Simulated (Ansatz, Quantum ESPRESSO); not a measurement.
Given: the input of a run of Ansatz 0.2.0 on Mg (Magnesium). 

File input.yaml:

```yaml
crystal:
  lattice:
    - [3.2093, 0.0, 0.0]
    - [-1.60465, 2.7793353284, 0.0]
    - [0.0, 0.0, 5.2103]
  atoms:
    - { symbol: Mg, position: [0.6666666667, 0.3333333333, 0.75] }
    - { symbol: Mg, position: [0.3333333333, 0.6666666667, 0.25] }
kpoints:
  mp_grid: { grid: [10, 10, 5] }
scf:
  occupations: { method: fermi_dirac, width: 0.05 }
hamiltonian:
  xc: pbe
  pseudopotentials: { kind: all_electron, lapw: { basis_error: 0.001 } }
output:
  forces: true
  stress: true
  eigenvalues: true
  populations: true
```

Potentials or basis: all-electron LAPW, scalar-relativistic.

Run with:

```console
$ ansatz run input.yaml --threads 1 --pin off --max-ram 2560MiB --backend cpu --events-out ev --progress --plain --runs-dir out
```

Q: Translate it to Quantum ESPRESSO 7.5. Potentials or basis there: SSSP 1.3 efficiency PBE, cutoff 748 eV.

A: As run (cutoffs and basis follow the program's own potentials, and thresholds, step limits or extra output files can differ):

The input pw.in:

```
&CONTROL
  calculation = 'scf'
  prefix = 'pwscf'
  outdir = './tmp'
  pseudo_dir = './pseudo'
  tprnfor = .true.
  tstress = .true.
  disk_io = 'nowf'
/
&SYSTEM
  ibrav = 0
  nat = 2
  ntyp = 1
  ecutwfc = 55
  ecutrho = 440
  nbnd = 7
  occupations = 'smearing'
  smearing = 'fd'
  degauss = 0.00367493
/
&ELECTRONS
  conv_thr = 4d-10
  electron_maxstep = 120
  mixing_beta = 0.5
/
ATOMIC_SPECIES
Mg    24.3050 Mg.pbe-n-kjpaw_psl.0.3.0.UPF
CELL_PARAMETERS angstrom
   3.2093000000    0.0000000000    0.0000000000
  -1.6046500000    2.7793353284    0.0000000000
   0.0000000000    0.0000000000    5.2103000000
ATOMIC_POSITIONS crystal
Mg     0.6666666667    0.3333333333    0.7500000000
Mg     0.3333333333    0.6666666667    0.2500000000
K_POINTS automatic
10 10 5 0 0 0
```

Potentials or basis: SSSP 1.3 efficiency PBE.

Run with:

```console
$ OMP_NUM_THREADS=1 pw.x -in pw.in > pw.out
```

Both were run:

|  | Ansatz | Quantum ESPRESSO |
| --- | --- | --- |
| Pressure | -0.4 GPa | -0.5 GPa |

Where Ansatz's input types no cutoff or centring, it takes its own default and a Γ-centred mesh.

Pressure is positive in compression.
